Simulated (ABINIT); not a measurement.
Crystal: CdSe.

```xyz
2
Lattice="0.0000 3.0703 3.0703 3.0703 0.0000 3.0703 3.0703 3.0703 0.0000" Properties=species:S:1:pos:R:3 pbc="T T T"
Cd    0.0000    0.0000    0.0000
Se    1.5351    1.5351    1.5351
```

Measurements of this composition are mostly on another form, of space group No. 186.

Base run:

- Program: ABINIT 10.8.3 (patched build)
- Functional: RPBE
- Potentials or basis: JTH PAW PBE v2.0
- Cutoff: 707 eV
- k mesh: 8 × 8 × 8
- Occupations: fermi-dirac, width 0.05 eV
- Spin: no spin polarisation

Its results: band gap on the k mesh 0.72 eV, direct; pressure 3.1 GPa.

Q: After a change of settings the same cell gave: band gap on the k mesh 0.42 eV, direct; pressure -1.5 GPa. Which change was it?
A. functional from RPBE to revPBE
B. functional from RPBE to SCAN
C. functional from RPBE to PW91
D. functional from RPBE to PBEsol

A: D.

PBEsol binds more tightly than RPBE, so the same cell stands under less pressure.

Caveats: the PAW data sets were made with another functional, which shifts forces and pressure a little.

Runs at the PBE level aren't shown here.
